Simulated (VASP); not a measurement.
Set up this calculation in VASP 6.6.1, as the native input.

```
Task                   : relaxation of cell and atoms
Functional             : PBEsol
Potentials or basis    : VASP PAW PBE potentials, release 64 (Be, Te)
Cutoff                 : 600 eV
k mesh                 : 8 × 8 × 8
Occupations            : gaussian, width 0.03 eV
Spin                   : no spin polarisation
Further INCAR settings : ALGO = Normal; EDIFF = 1e-06; IBRION = 2; EDIFFG = -0.01; NSW = 90; ISIF = 3
```

The structure of BeTe lies in POSCAR:

```
BeTe
1.0
    0.0000000000      2.7700000000      2.7700000000
    2.7700000000      0.0000000000      2.7700000000
    2.7700000000      2.7700000000      0.0000000000
Be Te
1 1
Direct
    0.0000000000      0.0000000000      0.0000000000
    0.2500000000      0.2500000000      0.2500000000
```

The input as run:

INCAR

```
SYSTEM = BeTe
  PREC = Accurate
  ENCUT = 600
  EDIFF = 1E-6
  ISMEAR = 0
  SIGMA = 0.03
  LREAL = .FALSE.
  LASPH = .TRUE.
  NELM = 80
  ALGO = Normal
  ISIF = 3
  LWAVE = .FALSE.
  LCHARG = .FALSE.
  GGA = PS
  IBRION = 2
  NSW = 90
  EDIFFG = -0.01
  KPAR = 4
```

KPOINTS

```
regular mesh
0
G
  8 8 8
  0 0 0
```

Potentials or basis: VASP PAW PBE potentials, release 64 (Be, Te).

Command:

```console
$ cat potpaw_PBE.64/Be/POTCAR potpaw_PBE.64/Te/POTCAR > POTCAR
$ mpirun -np 4 vasp_std > vasp.out
```

It gave:

The relaxed volume is 22.10 Å³/atom and the relaxed cell is a = 3.968 Å, b = 3.968 Å, c = 3.968 Å, α = 60.00°, β = 60.00°, γ = 60.00°. The space group after relaxing (to 0.05 Å) is F-43m (No. 216) and the energy gained by relaxing is 6.5 meV/atom. The ionic steps are 3, the pressure after relaxing is 0.0 GPa and the band gap on the k mesh is 1.83 eV, indirect (least direct gap 3.59 eV).

Caveat: the PAW data sets were made with another functional, which shifts forces and pressure a little; spin-orbit coupling is left out, which moves the levels of the heavy elements.

Run time: 18 s on 4 MPI ranks on Intel(R) Xeon(R) Platinum 8259CL CPU @ 2.50GHz (Skylake/Cascade Lake) (shared host), peak memory 0.18 GiB a rank.
